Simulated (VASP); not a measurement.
# Si (Fd-3m) in VASP: further runs

Runs on Si. Level: LDA. Tasks: single point.

Program: VASP 6.6.1. These are calculated values, not measurements. Logs are shortened: lines on timing, memory, paths and dates and some standing lists are left out, and cuts for length are marked.

### 1 The undisturbed crystal

Symmetry: Fd-3m, No. 227, cubic system. Conventional cell: a = 5.444 Å, b = 5.444 Å, c = 5.444 Å, α = 90.00°, β = 90.00°, γ = 90.00°. Si (site symmetry -43m) has 4 Si at 2.36 Å as nearest neighbours.

### 2 Single point, LDA (grid = ENCUT=350 dk=1.6 cell=2x2x1 ISMEAR=0 SIGMA=0.05 LREAL=Auto EDIFF=1e-06)

The input, INCAR:

```
SYSTEM = Si
PREC = Accurate
ENCUT = 350
EDIFF = 1E-6
ISMEAR = 0
SIGMA = 0.05
LREAL = Auto
LASPH = .TRUE.
NELM = 120
ALGO = Fast
ISIF = 2
LWAVE = .FALSE.
LCHARG = .FALSE.
NBANDS = 22
```

The input, KPOINTS:

```
Automatic mesh
0
G
  2 2 2
  0 0 0
```

The input, POSCAR:

```
Si
1.0
    0.0000000000      5.4437023730      5.4437023730
    5.4437023730      0.0000000000      5.4437023730
    2.7218511865      2.7218511865      0.0000000000
Si
7
Direct
    0.2500000000      0.7500000000      0.5000000000
    0.7500000000      0.2500000000      0.5000000000
    0.7500000000      0.7500000000      0.5000000000
    0.3750000000      0.3750000000      0.7500000000
    0.3750000000      0.8750000000      0.7500000000
    0.8750000000      0.3750000000      0.7500000000
    0.8750000000      0.8750000000      0.7500000000
```

Potentials or basis: VASP PAW LDA potentials, release 64 (Si).

Launch:

```
> cat potpaw_LDA.64/Si/POTCAR > POTCAR
> mpirun -np 1 vasp_std > vasp.out
```

OUTCAR:

```text
SYSTEM = Si
   PREC = Accurate
   ENCUT = 350
   EDIFF = 1E-6
   ISMEAR = 0
   LREAL = Auto
   LASPH = .TRUE.
   NELM = 120
   ISIF = 2

 Found      6 irreducible k-points:

 Following reciprocal coordinates:
            Coordinates               Weight
  0.000000  0.000000  0.000000      1.000000
  0.500000  0.000000  0.000000      2.000000
  0.500000  0.500000  0.000000      1.000000
  0.000000  0.000000  0.500000      1.000000
  0.500000  0.000000  0.500000      2.000000
  0.500000  0.500000  0.500000      1.000000
   k-points           NKPTS =      6   k-points in BZ     NKDIM =      6   number of bands    NBANDS=     22
   number of dos      NEDOS =    301   number of ions     NIONS =      7
   total plane-waves  NPLWV =  55296
   dimension x,y,z NGX =    48 NGY =   48 NGZ =   24
   dimension x,y,z NGXF=    96 NGYF=   96 NGZF=   48
   ions per type =               7
   NGX,Y,Z   is equivalent  to a cutoff of  10.37, 10.37, 10.37 a.u.
   NGXF,Y,Z  is equivalent  to a cutoff of  20.73, 20.73, 20.73 a.u.
 SYSTEM =  Si
   PREC   = accura    normal or accurate (medium, high low for compatibility)
   ISTART =      0    job   : 0-new  1-cont  2-samecut
   ICHARG =      2    charge: 1-file 2-atom 10-const
   ISPIN  =      1    spin polarized calculation?
   LNONCOLLINEAR =      F non collinear calculations
   LSORBIT =      F    spin-orbit coupling
   LASPH  =      T    aspherical Exc in radial PAW
   ENCUT  =  350.0 eV  25.72 Ry    5.07 a.u.  11.74 11.74  5.87*2*pi/ulx,y,z
   NELM   =    120;   NELMIN=  2; NELMDL= -5     # of ELM steps
   EDIFF  = 0.1E-05   stopping-criterion for ELM
   LREAL  =      T    real-space projection
   EDIFFG = 0.1E-04   stopping-criterion for IOM
   NSW    =      0    number of steps for IOM
   IBRION =     -1    ionic relax: 0-MD 1-quasi-New 2-CG
   NFREE  =      0    steps in history (QN), initial steepest desc. (CG)
   ISIF   =      2    stress and relaxation
   ISYM   =      2    0-nonsym 1-usesym 2-fastsym
   POTIM  = 0.5000    time-step for ionic-motion
   TEBEG  =    0.0;   TEEND  =   0.0 temperature during run
   PSTRESS=    0.0 pullay stress
   NELECT =      28.0000    total number of electrons
   NUPDOWN=      -1.0000    fix difference up-down
   EMIN   =  10.00;   EMAX   =-10.00  energy-range for DOS
   EFERMI =   0.00;   METHOD = LEGACY
   ISMEAR =     0;   SIGMA  =   0.05  broadening in eV -4-tet -1-fermi 0-gaus
   EFERMI_NEDOS =   21; number of points for ismear=-14 and -15
   IALGO  =     68    algorithm
   IMIX   =      4    mixing-type and parameters
     AMIX     =   0.40;   BMIX     =  1.00
     AMIX_MAG =   1.60;   BMIX_MAG =  1.00
  volume/ion in A,a.u.               =      23.05       155.52
  Fermi-wavevector in a.u.,A,eV,Ry     =   0.913201  1.725700 11.346394  0.833936
  Thomas-Fermi vector in A             =   2.037685
   LORBIT       =      0    0 simple, 1 ext, 2 COOP (PROOUT), +10 PAW based schemes
   GGA     = CA    functional components
   LHFCALC =     F    Hartree Fock is set to
   AEXX    =    0.0000 exact exchange contribution
   IVDW    =     0    specifies the selected vdW correction
   LEPSILON=     F    determine dielectric tensor
   LRPA    =     F    only Hartree local field effects (RPA)
 non-spin polarized calculation
 RMM-DIIS sequential band-by-band and
 Gauss-broadening in eV      SIGMA  =   0.05
  energy-cutoff  :      350.00
  volume of cell :      161.32
 maximum number of plane-waves:      2417
 NGX is ok and might be reduce to    48
   NGX = 23   NGY = 23   NGZ = 11

 number of electron      27.9999996 magnetization

 Free energy of the ion-electron system (eV)
  ---------------------------------------------------
  ext. energy  EPLUGINS =         0.00000000
  ---------------------------------------------------
  free energy    TOTEN  =       -37.34599409 eV

  energy without entropy =      -37.33643818  energy(sigma->0) =      -37.34121613

 E-fermi :   3.9246     XC(G=0):  -9.0830

 val. band max:        3.9173713700   @ k =   0.0000   0.0000   0.0000
 cond. band min:       4.5272733661   @ k =   0.0000   0.0000   0.5000
 fundamental gap:      0.6099019961
 Fermi energy:         3.9246329531

 k-point     1 :       0.0000    0.0000    0.0000
  band No.  band energies     occupation
      1      -7.0728      2.00000
      2      -5.0253      2.00000
      3      -4.3768      2.00000
      4      -3.0787      2.00000
      5      -2.3716      2.00000
      6      -1.9567      2.00000
[... 14 lines left out ...]
     21       7.3552      0.00000
     22       7.4817      0.00000

 k-point     2 :       0.5000    0.0000    0.0000
  band No.  band energies     occupation
      1      -6.6245      2.00000
      2      -5.9321      2.00000
      3      -4.6238      2.00000
      4      -3.1996      2.00000
      5      -1.5978      2.00000
      6      -0.2771      2.00000
[... 14 lines left out ...]
     21       8.0646      0.00000
     22       8.8557      0.00000

 k-point     3 :       0.5000    0.5000    0.0000
  band No.  band energies     occupation
      1      -6.2702      2.00000
      2      -6.0259      2.00000
      3      -5.2469      2.00000
      4      -3.3533      2.00000
      5      -0.6629      2.00000
      6      -0.0288      2.00000
[... 14 lines left out ...]
     21       8.5761      0.00000
     22       9.4395      0.00000

 k-point     4 :       0.0000    0.0000    0.5000
  band No.  band energies     occupation
      1      -5.0646      2.00000
      2      -4.5763      2.00000
      3      -3.3178      2.00000
      4      -3.1565      2.00000
      5      -2.9171      2.00000
      6      -2.5162      2.00000
[... 14 lines left out ...]
     21       6.6429      0.00000
     22       8.4222      0.00000

 k-point     5 :       0.5000    0.0000    0.5000
  band No.  band energies     occupation
      1      -4.7783      2.00000
      2      -4.6520      2.00000
      3      -4.4904      2.00000
      4      -3.1580      2.00000
      5      -1.9587      2.00000
      6      -1.8088      2.00000
[... 14 lines left out ...]
     21       9.1884      0.00000
     22       9.1949      0.00000

 k-point     6 :       0.5000    0.5000    0.5000
  band No.  band energies     occupation
      1      -5.2952      2.00000
      2      -4.8260      2.00000
      3      -3.1767      2.00000
      4      -2.8729      2.00000
      5      -2.7790      2.00000
      6      -1.5897      2.00000
[... 14 lines left out ...]
     21       9.0789      0.00000
     22       9.2759      0.00000

------------------------ aborting loop because EDIFF is reached ----------------------------------------

  FORCE on cell =-STRESS in cart. coord.  units (eV):
  Direction    XX          YY          ZZ          XY          YZ          ZX
  --------------------------------------------------------------------------------------
  -------------------------------------------------------------------------------------
  Total       -3.3376189     -3.3376189     -5.4933730      2.8407804      0.0000000      0.0000000
  in kB      -33.1485250    -33.1485250    -54.5590190     28.2140300      0.0000000      0.0000000
  external PRESSURE =     -40.2853563 kB  Pullay stress =       0.0000000 kB

 VOLUME and BASIS-vectors are now :
 -----------------------------------------------------------------------------
  energy-cutoff  :      350.00
  volume of cell :      161.32
      direct lattice vectors                 reciprocal lattice vectors
     0.000000000  5.443702373  5.443702373    -0.091849254  0.091849254  0.091849254
     5.443702373  0.000000000  5.443702373     0.091849254 -0.091849254  0.091849254
     2.721851186  2.721851186  0.000000000     0.183698507  0.183698507 -0.183698507

 POSITION                                       TOTAL-FORCE (eV/Angst)
 -----------------------------------------------------------------------------------
      5.44370      2.72185      5.44370         0.054753     -0.054753      0.040436
      2.72185      5.44370      5.44370        -0.054753      0.054753      0.040436
      5.44370      5.44370      8.16555        -0.000000     -0.000000     -0.277410
      4.08278      4.08278      4.08278         0.000000      0.000000     -0.319829
      6.80463      4.08278      6.80463         0.111150     -0.111150      0.066337
      4.08278      6.80463      6.80463        -0.111150      0.111150      0.066337
      6.80463      6.80463      9.52648         0.000000      0.000000      0.383693
 -----------------------------------------------------------------------------------
    total drift:                                0.000000      0.000000     -0.000022

  FREE ENERGIE OF THE ION-ELECTRON SYSTEM (eV)
  ---------------------------------------------------
  free  energy   TOTEN  =       -37.3459940914 eV

  energy  without entropy=      -37.3364381765  energy(sigma->0) =      -37.34121613
```

OSZICAR:

```text
N       E                     dE             d eps       ncg     rms          rms(c)
DAV:   1     0.437499904682E+02    0.43750E+02   -0.83061E+03   264   0.751E+02
DAV:   2    -0.346398639279E+02   -0.78390E+02   -0.75150E+02   352   0.127E+02
DAV:   3    -0.383275943093E+02   -0.36877E+01   -0.36500E+01   344   0.271E+01
DAV:   4    -0.383888133180E+02   -0.61219E-01   -0.61196E-01   334   0.460E+00
DAV:   5    -0.383902798290E+02   -0.14665E-02   -0.14665E-02   384   0.641E-01    0.880E+00
RMM:   6    -0.375877680127E+02    0.80251E+00   -0.73986E-01   266   0.272E+00    0.521E+00
RMM:   7    -0.373841427478E+02    0.20363E+00   -0.98247E-01   288   0.337E+00    0.121E+00
RMM:   8    -0.373551853309E+02    0.28957E-01   -0.10991E-01   292   0.174E+00    0.820E-01
RMM:   9    -0.373583829226E+02   -0.31976E-02   -0.39457E-02   311   0.954E-01    0.497E-01
RMM:  10    -0.373484343941E+02    0.99485E-02   -0.43045E-02   285   0.743E-01    0.308E-01
RMM:  11    -0.373465633696E+02    0.18710E-02   -0.57506E-03   295   0.356E-01    0.156E-01
RMM:  12    -0.373461078123E+02    0.45556E-03   -0.86249E-04   318   0.171E-01    0.820E-02
RMM:  13    -0.373459969694E+02    0.11084E-03   -0.45538E-04   305   0.962E-02    0.328E-02
RMM:  14    -0.373459925128E+02    0.44567E-05   -0.81575E-05   330   0.492E-02    0.661E-03
RMM:  15    -0.373459956518E+02   -0.31390E-05   -0.23690E-05   321   0.239E-02    0.749E-03
RMM:  16    -0.373459939092E+02    0.17426E-05   -0.58737E-06   283   0.121E-02    0.127E-03
RMM:  17    -0.373459940914E+02   -0.18220E-06   -0.14696E-06   198   0.638E-03
   1 F= -.37345994E+02 E0= -.37341216E+02  d E =-.955591E-02
```

stdout:

```text
POSCAR found type information on POSCAR Si
 POSCAR found :  1 types and       7 ions
 scaLAPACK will be used
 -----------------------------------------------------------------------------
|                                                                             |
|                                                                             |
|     You have a (more or less) 'small supercell' and for smaller cells       |
|     it is recommended to use the reciprocal-space projection scheme!        |
|     The real-space optimization is not efficient for small cells and it     |
|     is also less accurate ...                                               |
|     Therefore, set LREAL=.FALSE. in the INCAR file.                         |
|                                                                             |
 -----------------------------------------------------------------------------

 LDA part: xc-table for (Slater(with rela. corr.)+CA(PZ))
 , standard interpolation
 POSCAR, INCAR and KPOINTS ok, starting setup
 FFT: planning ... GRIDC
 FFT: planning ... GRID_SOFT
 FFT: planning ... GRID
 WAVECAR not read
 entering main loop
```

It took 18 s on 1 thread of Intel Xeon Platinum 8259CL at 2.50GHz (Skylake/Cascade Lake), shared host; peak memory 0.16 GiB.

These settings aren't checked as converged: the numbers below hold their error.

Results:

| Item | Value |
| --- | --- |
| Free energy | -37.3460 eV |
| Pressure | -4.0 GPa |
| Largest force | 0.384 eV/Å |
| Band gap on the k mesh | none (metal or under the smearing width) |

Caveat: the k mesh is coarse (spacing up to 1.00 Å⁻¹), so the values aren't converged.

### 3 Single point, LDA (grid = ENCUT=350 dk=0.9 cell=2x2x1 ISMEAR=0 SIGMA=0.05 LREAL=Auto EDIFF=1e-06)

INCAR is that of step 2.

The input, KPOINTS:

```
Automatic mesh
0
G
  3 3 3
  0 0 0
```

POSCAR is that of step 2.

Potentials or basis: VASP PAW LDA potentials, release 64 (Si).

Launch:

```
> cat potpaw_LDA.64/Si/POTCAR > POTCAR
> mpirun -np 1 vasp_std > vasp.out
```

Wall time 31 s (1 thread of Intel Xeon Platinum 8259CL at 2.50GHz (Skylake/Cascade Lake), shared host); peak memory 0.17 GiB.

These settings aren't checked as converged: the numbers below hold their error.

What came out:

```
Free energy            : -38.2337 eV
Pressure               : -4.2 GPa
Largest force          : 0.268 eV/Å
Band gap on the k mesh : none (metal or under the smearing width)
```

Caveat: the k mesh is coarse (spacing up to 0.67 Å⁻¹), so the values aren't converged.
